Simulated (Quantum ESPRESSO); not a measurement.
## SiO2 under changes of volume

One of the cells (13.656 Å³/atom); the others are scaled copies at fixed shape and fractional positions:

```
CELL_PARAMETERS angstrom
0.00000 4.71626 7.36278
2.35958 0.00000 7.36278
2.35958 4.71626 0.00000
ATOMIC_POSITIONS crystal
Si 0.93677 0.93677 0.56323
Si 0.68677 0.68677 0.31323
Si 0.31323 0.31323 0.68677
Si 0.56323 0.56323 0.93677
O 0.06344 0.43656 0.06344
O 0.43656 0.06344 0.43656
O 0.81344 0.18656 0.81344
O 0.18656 0.81344 0.18656
O 0.12500 0.62500 0.62500
O 0.62500 0.62500 0.62500
O 0.62500 0.62500 0.12500
O 0.62500 0.12500 0.62500
```

The cell comes from a database or a generator and needn't be the stable form of this composition.

| Property | Result |
| --- | --- |
| Program | Quantum ESPRESSO 7.5 |
| Functional | PBE |
| Potentials or basis | GBRV 1.5 PBE |
| Cutoff | 612 eV |
| Density cutoff | 4898 eV |
| k mesh | 6 × 6 × 6 |
| Occupations | fermi-dirac, width 0.05 eV |
| Spin | no spin polarisation |

| volume (Å³/atom) | energy over the lowest point (meV/atom) | pressure (GPa) | gap on the mesh (eV) | largest force (eV/Å) |
| --- | --- | --- | --- | --- |
| 12.837 | ? | ? | ? | ? |
| 13.110 | 38.11 | 13.8 | 6.05 | 0.968 |
| 13.383 | 18.35 | 9.3 | 5.93 | 0.664 |
| 13.656 | 5.88 | 5.2 | 5.81 | 0.385 |
| 13.929 | 0.00 | 1.5 | 5.67 | 0.127 |
| 14.202 | 0.11 | -1.8 | 5.53 | 0.111 |
| 14.475 | 5.64 | -4.8 | 5.39 | 0.331 |

Q: What does the run at 12.837 Å³/atom give?

A: Energy over the lowest point 65.90 meV/atom; pressure 18.7 GPa; gap on the mesh 6.17 eV; largest force 1.296 eV/Å.

Worked out: A Birch-Murnaghan fit of order 3 (a polynomial in V^(-2/3)) to the other rows has its minimum at 14.06 Å³/atom with B0 = V·E''(V) = 172 GPa and B' = 4.0 at fixed shape and positions, which overstates the stiffness. It gives 65.91 meV/atom at 12.837 Å³/atom, against the run's 65.90, and -dE/dV = 18.8 GPa, against 18.7. A parabola through the other rows of the gap, of slope -5.05 eV per unit of ln V (its deformation potential) there, extrapolates to 6.16 eV, against the run's 6.17.

Energies are extrapolated to zero smearing.

Caveats: forces of over 1 eV/Å show positions far from the minimum, so gaps and moduli don't describe the material at rest (some runs).

A mesh can miss the band edges.
